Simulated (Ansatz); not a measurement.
# Thickness series of a ZrC/MoSe2/Sc junction, part 2 of 5

How fast does the current through ZrC/MoSe2/Sc fall with each added layer? The lower electrode is ZrC rock salt(111), the upper one Sc hcp(0001); the barrier is MoSe2 3R layers (two layers in the relaxed core). In the first transport cell, after relaxation, the nearest pair of electrode and barrier is Zr–Se at 2.77 Å, along the normal, at the lower face and Sc–Se at 2.73 Å, along the normal, at the upper one. All share a net of side 3.3 Å, which strains the lower electrode by -0.9 %, the upper one by -0.6 % and the barrier by +0.0 %, against typed lattice constants near PBE's. The first steps treat the bulk electrodes alone.

Ansatz 0.2.0; PBE+D3(BJ) DFT, plane waves, PAW files (the session's first sound run).

So far: Starting point; Layer spacing of the electrode, 6 atoms, electrode ZrC rock salt(111); The strained electrode, 2 atoms, electrode Sc hcp(0001).

### 4. Relaxation

System of this step: ZrC/MoSe2/Sc. The cell holds 14 atoms: 2 C, 2 Zr, 4 Se, 2 Mo and 4 Sc. Its edges and angles: a = 3.300 Å, b = 3.300 Å, c = 43.484 Å, α = 90.0°, β = 90.0°, γ = 120.0°. Vacuum lies along c.

Tunnelling depends exponentially on distance, so the interfaces are relaxed first. A short slab in vacuum serves: only the barrier and the layers next to it are taken over, and later cells can add or drop layers in the barrier's middle. The dipole correction removes the field that unlike faces would set up across the vacuum. Dispersion is added because the sheets are held by van der Waals forces.

Contents of input.yaml:

```yaml
crystal:
  lattice:
    - [3.3, 0.0, 0.0]
    - [-1.65, 2.8578838325, 0.0]
    - [0.0, 0.0, 43.4844099761]
  atoms:
    - { symbol: C, position: [0.0, 0.0, 0.1839739807] }
    - { symbol: Zr, position: [0.33333333, 0.66666667, 0.2154419999] }
    - { symbol: C, position: [0.66666667, 0.33333333, 0.2469100192] }
    - { symbol: Zr, position: [0.0, 0.0, 0.2783780385] }
    - { symbol: Se, position: [0.0, 0.0, 0.3450686065] }
    - { symbol: Mo, position: [0.66666667, 0.33333333, 0.383473175] }
    - { symbol: Se, position: [0.0, 0.0, 0.4218777434] }
    - { symbol: Se, position: [0.66666667, 0.33333333, 0.4937809075] }
    - { symbol: Mo, position: [0.33333333, 0.66666667, 0.532185476] }
    - { symbol: Se, position: [0.66666667, 0.33333333, 0.5705900445] }
    - { symbol: Sc, position: [0.66666667, 0.33333333, 0.6372806125] }
    - { symbol: Sc, position: [0.0, 0.0, 0.6968624148] }
    - { symbol: Sc, position: [0.66666667, 0.33333333, 0.756444217] }
    - { symbol: Sc, position: [0.0, 0.0, 0.8160260193] }
kpoints:
  mp_grid: { grid: [8, 8, 1] }
scf:
  occupations: { method: fermi_dirac, width: 0.1 }
  max_iter: 150
hamiltonian:
  xc: pbe
  dispersion: d3bj
efield:
  axis: 3
  dipole_correction: true
relax:
  f_tol: 0.04
  max_steps: 60
output:
  forces: true
```

Command:

```sh
$ ansatz run input.yaml --threads 4 --pin off --max-ram 10240MiB --backend cpu --events-out ev --progress --plain --runs-dir out
```

Numbers of over 12 decimals in the logs are rounded to 6 here.

The log of the run:

```text
[...]
Crystal: 14 atoms, lattice volume = 410.102 Å³
Basis set: ecut = 420 eV, 8149 PW (Γ), exchange–correlation on 48×48×600 points (8 copies of the dense FFT grid, shifted against one another)
Bands: 101, of which v1, the nominal top of the filled ones, is band 84 counted from 1 (83 counted from 0)
Symmetry: 6 space group operations
[...]
k-points: 10 of 64 (time reversal used)
[...]
SCF iter   1: F=—  HF=-49207.897304 eV  |F-HF|=—  |Δ(HF+E_count)|=         —  Δρ=1.03e-2  dr2=4.19e1  ethr=1.77e-3  p=0.186 e·Å  D=8.20e-2 V/Å  ΔV_dip=-3.57 eV  dr2_dipole=4.54e1  V_vac-E_F(+/−)=3.60/7.15 eV  ⟨swp⟩=7.5  Hψ=3774  notcnv=0
efield: sawtooth ramp at fractional position 0.9500 (placed from the atoms, in the widest stretch of the axis that holds none; the zero of the levels goes with the place), width 0.1000; the density the first Hamiltonian is built on has a dipole p = 0.186 e·Å; the dipole correction subtracts the counter field D = 8.20e-2 V/Å, which shifts the + side's vacuum level by -3.57 eV against the − side's; the planar-averaged density in the ramp window peaks in size at 1.0e-4 e/Å³
[...]
SCF iter   2: F=—  HF=-49207.825537 eV  |F-HF|=—  |Δ(HF+E_count)|=   7.18e-2  Δρ=6.14e-3  dr2=1.31e0  ethr=1.77e-3  p=0.167 e·Å  D=7.36e-2 V/Å  ΔV_dip=-3.20 eV  dr2_dipole=1.72e-1  V_vac-E_F(+/−)=3.61/6.81 eV  ⟨swp⟩=2.5  Hψ=1509  notcnv=0
[...]
SCF iter   8: F=-49207.728506 eV  HF=-49207.728512 eV  |F-HF|=5.82e-6  |Δ(HF+E_count)|=   1.43e-5  Δρ=3.20e-5  dr2=1.10e-5  ethr=2.38e-8  p=0.165 e·Å  D=7.26e-2 V/Å  ΔV_dip=-3.16 eV  dr2_dipole=2.02e-7  V_vac-E_F(+/−)=3.63/6.79 eV  ⟨swp⟩=4.6  Hψ=3074  notcnv=0
WARN: efield: at this solve's end the planar-averaged density reaches 4.66e-5 e/Å³ inside the ramp window [0.9270, 0.0730] (bound 1e-5 e/Å³); by the running means of the window's planes the mean density over a ramp is at most 4.22e-5 e/Å³, which is held to the bound (the quickstart, § The vacuum guard, A window that rings); the window's nearer edge stands 4.83 Å from this solve's nearest atom along the axis. Its work [...]
SCF 1 converged in 8 iterations: F = -49207.728506 eV  dr2 = 1.10e-5
[...]
relax step   1: F+E_penalty+E_count = -49207.72850643 eV  Δ(F+E_penalty+E_count) = +0.000e0 eV  max|allowed force component| = 1.650e0 eV/Å  Δτ_max = 0.0000 Å  (8 SCF iters, dr2 threshold 4.00e-5 eV, accepted)
[...]
SCF iter   1: F=—  HF=-49208.624131 eV  |F-HF|=—  |Δ(HF+E_count)|=         —  Δρ=1.95e-2  dr2=5.26e1  ethr=3.10e-3  p=0.165 e·Å  D=7.26e-2 V/Å  ΔV_dip=-3.16 eV  dr2_dipole=7.43e1  V_vac-E_F(+/−)=3.72/6.88 eV  ⟨swp⟩=3.4  Hψ=1935  notcnv=0
efield: sawtooth ramp at fractional position 0.9500 (handed on by an earlier solve), width 0.1000; the density the first Hamiltonian is built on has a dipole p = 0.165 e·Å; the dipole correction subtracts the counter field D = 7.26e-2 V/Å, which shifts the + side's vacuum level by -3.16 eV against the − side's; the planar-averaged density in the ramp window peaks in size at 4.2e-5 e/Å³
[...]
SCF iter   2: F=—  HF=-49210.524601 eV  |F-HF|=—  |Δ(HF+E_count)|=    1.90e0  Δρ=4.35e-2  dr2=4.07e2  ethr=3.10e-3  p=0.208 e·Å  D=9.19e-2 V/Å  ΔV_dip=-4.00 eV  dr2_dipole=5.73e2  V_vac-E_F(+/−)=3.32/7.32 eV  ⟨swp⟩=2.6  Hψ=1632  notcnv=0  recentre
[...]
SCF iter  10: F=-49208.193447 eV  HF=-49208.193475 eV  |F-HF|=2.78e-5  |Δ(HF+E_count)|=   3.73e-6  Δρ=1.76e-5  dr2=1.54e-5  ethr=5.95e-8  p=0.166 e·Å  D=7.32e-2 V/Å  ΔV_dip=-3.18 eV  dr2_dipole=1.40e-5  V_vac-E_F(+/−)=3.61/6.79 eV  ⟨swp⟩=2.8  Hψ=3209  notcnv=0
[...]
SCF 2 converged in 10 iterations: F = -49208.193447 eV  dr2 = 1.54e-5
[...]
relax step   2: F+E_penalty+E_count = -49208.19344745 eV  Δ(F+E_penalty+E_count) = -4.649e-1 eV  max|allowed force component| = 1.505e0 eV/Å  Δτ_max = 0.1946 Å  (10 SCF iters, dr2 threshold 1.00e-4 eV, accepted)
SCF iter   1: F=—  HF=-49209.293529 eV  |F-HF|=—  |Δ(HF+E_count)|=         —  Δρ=2.39e-2  dr2=3.31e1  ethr=3.10e-3  p=0.166 e·Å  D=7.32e-2 V/Å  ΔV_dip=-3.18 eV  dr2_dipole=4.48e1  V_vac-E_F(+/−)=3.68/6.87 eV  ⟨swp⟩=5.5  Hψ=2410  notcnv=0
[...]
SCF iter  10: F=-49208.586616 eV  HF=-49208.586684 eV  |F-HF|=6.77e-5  |Δ(HF+E_count)|=   1.17e-5  Δρ=1.78e-5  dr2=3.20e-5  ethr=5.95e-8  p=0.135 e·Å  D=5.98e-2 V/Å  ΔV_dip=-2.60 eV  dr2_dipole=3.85e-5  V_vac-E_F(+/−)=3.58/6.18 eV  ⟨swp⟩=2.9  Hψ=3096  notcnv=0
[...]
SCF 3 converged in 10 iterations: F = -49208.586616 eV  dr2 = 3.20e-5
relax step   3: F+E_penalty+E_count = -49208.58661613 eV  Δ(F+E_penalty+E_count) = -3.932e-1 eV  max|allowed force component| = 6.293e-1 eV/Å  Δτ_max = 0.1949 Å  (10 SCF iters, dr2 threshold 1.00e-4 eV, accepted)
[...]
relax step   4: F+E_penalty+E_count = -49208.61603296 eV  Δ(F+E_penalty+E_count) = -2.942e-2 eV  max|allowed force component| = 8.348e-1 eV/Å  Δτ_max = 0.1946 Å  (7 SCF iters, dr2 threshold 6.92e-5 eV, accepted)
[...]
relax step   5: F+E_penalty+E_count = -49208.67906391 eV  Δ(F+E_penalty+E_count) = -6.303e-2 eV  max|allowed force component| = 2.218e-1 eV/Å  Δτ_max = 0.1763 Å  (7 SCF iters, dr2 threshold 1.00e-4 eV, accepted)
[...]
relax step   6: F+E_penalty+E_count = -49208.68791171 eV  Δ(F+E_penalty+E_count) = -8.848e-3 eV  max|allowed force component| = 1.088e-1 eV/Å  Δτ_max = 0.1468 Å  (10 SCF iters, dr2 threshold 3.47e-6 eV, accepted)
SCF iter   1: F=—  HF=-49208.693105 eV  |F-HF|=—  |Δ(HF+E_count)|=         —  Δρ=1.85e-3  dr2=4.67e-2  ethr=1.40e-3  p=0.134 e·Å  D=5.92e-2 V/Å  ΔV_dip=-2.57 eV  dr2_dipole=3.47e-3  V_vac-E_F(+/−)=3.60/6.17 eV  ⟨swp⟩=2.6  Hψ=1644  notcnv=0
[...]
SCF iter   8: F=-49208.690842 eV  HF=-49208.690842 eV  |F-HF|=3.28e-8  |Δ(HF+E_count)|=   2.64e-8  Δρ=1.43e-6  dr2=4.59e-8  ethr=5.95e-11  p=0.134 e·Å  D=5.93e-2 V/Å  ΔV_dip=-2.58 eV  dr2_dipole=8.41e-9  V_vac-E_F(+/−)=3.59/6.17 eV  ⟨swp⟩=5.0  Hψ=3290  notcnv=0
[...]
SCF 7 converged in 8 iterations: F = -49208.690842 eV  dr2 = 4.59e-8
relax step   7: F+E_penalty+E_count = -49208.69084166 eV  Δ(F+E_penalty+E_count) = -2.930e-3 eV  max|allowed force component| = 1.796e-2 eV/Å  Δτ_max = 0.0346 Å  (8 SCF iters, accepted)
SCF converged after 8 iterations
Free energy (F): -49208.690842 eV
[...]
Internal energy: -49208.211413 eV  (E = F + TS)
E sigma→0 (E₀):  -49208.451127 eV
Entropy (-TS):   -0.479429 eV (-34.245 meV/atom)
Fermi energy:    6.406290 eV
Dipole field:    D = 0.059223 V/Å  (p = 0.134221 e·Å, saw-weighted, corrected)
Work function:   Φ+ = 3.5950 eV   Φ− = 6.1705 eV
Levels:          The Fermi level and band energies are counted from a zero that moves with the ramp; work functions are not
Vacuum region:   at the solve's end the planar-averaged density reaches 2.45e-5 e/Å³ inside the ramp window [0.9270, 0.0730] (bound 1e-5 e/Å³), and -1.49e-5 e/Å³ on another of its planes; by the running means of the window's planes the mean density over a ramp is at most 1.56e-5 e/Å³, which is held to the bound (the quickstart, § The vacuum guard, A window that rings)
[...]
--- Forces (eV/Å), atoms counted from 1 ---
  atom   1  C     -0.00000000    -0.00000000     0.00283998
  atom   2  Zr     0.00000000     0.00000000    -0.00453720
  atom   3  C      0.00000000    -0.00000000    -0.01796297
  atom   4  Zr     0.00000000     0.00000000     0.00888443
  atom   5  Se     0.00000000    -0.00000000    -0.00274223
  atom   6  Mo     0.00000000    -0.00000000     0.00125764
  atom   7  Se     0.00000000    -0.00000000     0.00107728
  atom   8  Se     0.00000000    -0.00000000    -0.00759068
  atom   9  Mo    -0.00000000     0.00000000     0.00567492
  atom  10  Se     0.00000000    -0.00000000    -0.00456611
  atom  11  Sc     0.00000000    -0.00000000     0.00932759
  atom  12  Sc    -0.00000000     0.00000000     0.00732477
  atom  13  Sc     0.00000000    -0.00000000     0.00122434
  atom  14  Sc     0.00000000     0.00000000    -0.00024948
  max |Σ_I F_I| component: 3.77e-5 eV/Å
--- Relaxed structure (7 steps of the walk, 7 accepted, 0 SCFs on fresh bases) ---
  F+E_penalty+E_count = -49208.69084166 eV   max|allowed force component| = 1.796e-2 eV/Å
  atoms:
    - { symbol: C, position: [2.4795769105132553e-17, 1.5860329011844264e-17, 0.200880] }
    - { symbol: Zr, position: [0.333333, 0.666667, 0.220473] }
    - { symbol: C, position: [0.666667, 0.333333, 0.259922] }
    - { symbol: Zr, position: [1.2477127131003002e-17, 1.586032901184295e-17, 0.282653] }
    - { symbol: Se, position: [9.457901982959546e-18, 1.5860329011843004e-17, 0.346248] }
    - { symbol: Mo, position: [0.666667, 0.333333, 0.385025] }
    - { symbol: Se, position: [9.757809440566171e-18, 1.5860329011843004e-17, 0.423364] }
    - { symbol: Se, position: [0.666667, 0.333333, 0.491128] }
    - { symbol: Mo, position: [0.333333, 0.666667, 0.529345] }
    - { symbol: Se, position: [0.666667, 0.333333, 0.568333] }
    - { symbol: Sc, position: [0.666667, 0.333333, 0.631063] }
    - { symbol: Sc, position: [1.2948154696850072e-19, 1.5860329011843044e-17, 0.688477] }
    - { symbol: Sc, position: [0.666667, 0.333333, 0.747197] }
    - { symbol: Sc, position: [-3.2401392064395075e-18, 1.5860329011843044e-17, 0.804186] }
```

Elapsed: 59 s, on 4 threads of Arm Neoverse V2, shared host; peak memory 1.4 GiB; 3.8 min of CPU time.

The steps of the relaxation:

```csv
step,energy less that of the first step (eV),largest force component (eV/Å)
1,0.0000,1.6495
2,-0.4649,1.5054
3,-0.8581,0.6293
4,-0.8875,0.8348
5,-0.9506,0.2218
6,-0.9594,0.1088
7,-0.9623,0.0180
```

Forces are held to the 6 operations that the run works with; a distortion that breaks them can't arise in this run.

The atoms that moved most (Å):

```
atom     dx     dy      dz  length
  C1  0.000  0.000   0.735   0.735
  C3  0.000  0.000   0.566   0.566
Sc14  0.000  0.000  -0.515   0.515
Sc13  0.000  0.000  -0.402   0.402
Sc12  0.000  0.000  -0.365   0.365
Sc11  0.000  0.000  -0.270   0.270
 Zr2  0.000  0.000   0.219   0.219
 Zr4  0.000  0.000   0.186   0.186
```

Numbers from this step:

- free energy: -49208.6908 eV
- Fermi energy: 6.406 eV

The largest force component on a free atom ends at 0.018 eV/Å. At one or more of this run's solves the program warned of density in the dipole ramp over its bound, where dipole, forces and levels can be off.

(Part 2 of 5 ends here.)

[Logs are printed without paths, hosts, clocks, repeated set-up lines and the standing remarks that a program may print on its own settings, such as how far it seeks lower states.]

[Hosts, paths, dates, database ids (printed as entryN), source tags and the programs' standing remarks are cut or masked in the printed files.]
